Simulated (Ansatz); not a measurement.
# LiH (Fm-3m): response to moved atoms and strain

How does LiH (Fm-3m) push back when it is distorted? Each run changes the relaxed cell in one way.

Program: Ansatz 0.2.0. Level of theory: DFT PBEsol, scalar-relativistic, plane waves, PAW. These are calculated values, not measurements.

## Step 1: Starting point

It takes space group Fm-3m (No. 225, cubic). Conventional cell: a = 3.980 Å, b = 3.980 Å, c = 3.980 Å, α = 90.00°, β = 90.00°, γ = 90.00°. Li (site symmetry m-3m) has 6 H at 1.99 Å as nearest neighbours. H (site symmetry m-3m) is surrounded by 6 Li at 1.99 Å.

Coordinates:

```cif
data_structure
_symmetry_space_group_name_H-M 'Fm-3m'
_symmetry_Int_Tables_number 225
_cell_length_a 3.9799
_cell_length_b 3.9799
_cell_length_c 3.9799
_cell_angle_alpha 90.000
_cell_angle_beta 90.000
_cell_angle_gamma 90.000
_cell_volume 63.04
loop_
_atom_site_label
_atom_site_type_symbol
_atom_site_symmetry_multiplicity
_atom_site_Wyckoff_symbol
_atom_site_fract_x
_atom_site_fract_y
_atom_site_fract_z
_atom_site_occupancy
Li1 Li 4 a 0.00000 0.00000 0.00000 1
H1 H 4 b 0.50000 0.00000 0.00000 1
```

An earlier run at PBEsol left this cell at 7.880 Å³/atom and 0.00 GPa (14×14×14 mesh).

The changes: atom 1 (Li) moved 0.2 Å along z; strain e5 = -0.01, atoms carried along.

## Step 2: Atom 1 (Li) moved 0.2 Å along z

Input file input.yaml:

```yaml
crystal:
  lattice:
    - [0.0, 1.9899638738, 1.9899638738]
    - [1.9899638738, 0.0, 1.9899638738]
    - [1.9899638738, 1.9899638738, 0.0]
  atoms:
    - { symbol: Li, position: [0.0502521686, 0.0502521686, -0.0502521686] }
    - { symbol: H, position: [0.5, 0.5, 0.5] }
basis:
  ecutwfc: 420
  ecutrho_ratio: 4
kpoints:
  mp_grid: { grid: [14, 14, 14] }
hamiltonian:
  xc: pbesol
scf:
  occupations: { method: gaussian, width: 0.05 }
output:
  forces: true
  stress: true
  eigenvalues: true
```

After this run come: Strain e5 = -0.01, atoms carried along.

Q: Predict the outcome of this session. Wanted: for each run, change; change of free energy; largest force; largest change of stress.

As calculated:

| change | change of free energy (meV/atom) | largest force (eV/Å) | largest change of stress (GPa) |
| --- | --- | --- | --- |
| atom 1 (Li) moved 0.2 Å along z | 14.31 | 0.322 | 3.26 |
| strain e5 = -0.01, atoms carried along | 0.12 | 0.000 | 0.48 |

Moving atom 1 by 0.20 Å meets a restoring force of 0.322 eV/Å along the move, a force constant of about 1.6 eV/Å². The strain e5 = -0.01 changes that stress component by +0.48 GPa (compression positive), a ratio of 48 GPa; that is a secant over a finite strain with the atoms carried along, not the elastic constant. No change lowers the energy by more than 0.5 meV/atom; other distortions weren't tried.
